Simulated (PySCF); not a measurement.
# Excitation energies in several basis sets

Species: maleic anhydride, C4H2O3.
Z-matrix (Å and degrees, PBE0-D3(BJ)/def2-SVP geometry), rows numbered from 1:
```
O 
C   1  1.1883
C   2  1.4894  1  129.68
C   3  1.3352  2  107.83  1  -179.61
C   4  1.4894  3  107.84  2     0.03
O   5  1.1882  4  129.68  3   179.52
O   2  1.3760  1  122.92  3  -179.86
H   3  1.0888  2  122.29  1     0.30
H   4  1.0888  3  129.87  2   179.91
```

TDDFT with PBE0 (PySCF), vertical singlets, core orbitals frozen in the response, spherical d and f functions. Isolated species at its PBE0-D3(BJ)/def2-SVP geometry, gas phase.

Compare 6-31G*, def2-SVP, 6-31+G*, def2-SVPD, aug-cc-pVDZ, def2-TZVP and def2-TZVPD for this molecule.

```json
{"basis": "6-31G*", "functions": "102", "diffuse": "no", "S1 (eV)": "3.75", "S2 (eV)": "4.47", "S3 (eV)": "5.57", "S4 (eV)": "6.15", "S5 (eV)": "7.08", "LUMO (eV)": "-2.98", "α (au)": "43.6"}
{"basis": "def2-SVP", "functions": "108", "diffuse": "no", "S1 (eV)": "3.72", "S2 (eV)": "4.45", "S3 (eV)": "5.58", "S4 (eV)": "6.14", "S5 (eV)": "7.01", "LUMO (eV)": "-3.19", "α (au)": "44.2"}
{"basis": "6-31+G*", "functions": "130", "diffuse": "yes", "S1 (eV)": "3.78", "S2 (eV)": "4.49", "S3 (eV)": "5.53", "S4 (eV)": "6.09", "S5 (eV)": "7.07", "LUMO (eV)": "-3.31", "α (au)": "51.6"}
{"basis": "def2-SVPD", "functions": "165", "diffuse": "yes", "S1 (eV)": "3.79", "S2 (eV)": "4.50", "S3 (eV)": "5.54", "S4 (eV)": "6.11", "S5 (eV)": "7.05", "LUMO (eV)": "-3.37", "α (au)": "53.7"}
{"basis": "aug-cc-pVDZ", "functions": "179", "diffuse": "yes", "S1 (eV)": "3.77", "S2 (eV)": "4.49", "S3 (eV)": "5.53", "S4 (eV)": "6.07", "S5 (eV)": "7.08", "LUMO (eV)": "-3.26", "α (au)": "54.2"}
{"basis": "def2-TZVP", "functions": "229", "diffuse": "no", "S1 (eV)": "3.78", "S2 (eV)": "4.48", "S3 (eV)": "5.55", "S4 (eV)": "6.08", "S5 (eV)": "7.07", "LUMO (eV)": "-3.24", "α (au)": "51.1"}
{"basis": "def2-TZVPD", "functions": "286", "diffuse": "yes", "S1 (eV)": "3.78", "S2 (eV)": "4.49", "S3 (eV)": "5.54", "S4 (eV)": "6.07", "S5 (eV)": "7.06", "LUMO (eV)": "-3.27", "α (au)": "54.5"}
```

States are compared by their number. Against the largest diffuse basis here (def2-TZVPD, itself not a converged limit), sets without diffuse functions differ by up to 0.06 eV in S1 and 0.05 eV in S5; the smaller diffuse sets differ by up to 0.01 and 0.02 eV. State by state, the largest deviation of a set without diffuse functions is S1 0.06, S2 0.04, S3 0.05, S4 0.08, S5 0.05 eV. The same number needn't mean the same state in each row. Against def2-TZVPD the polarisability deviates by -20% in 6-31G*, -19% in def2-SVP, -5% in 6-31+G*, -1% in def2-SVPD, 0% in aug-cc-pVDZ, -6% in def2-TZVP. A single + in a Pople set puts diffuse functions on heavy atoms only.
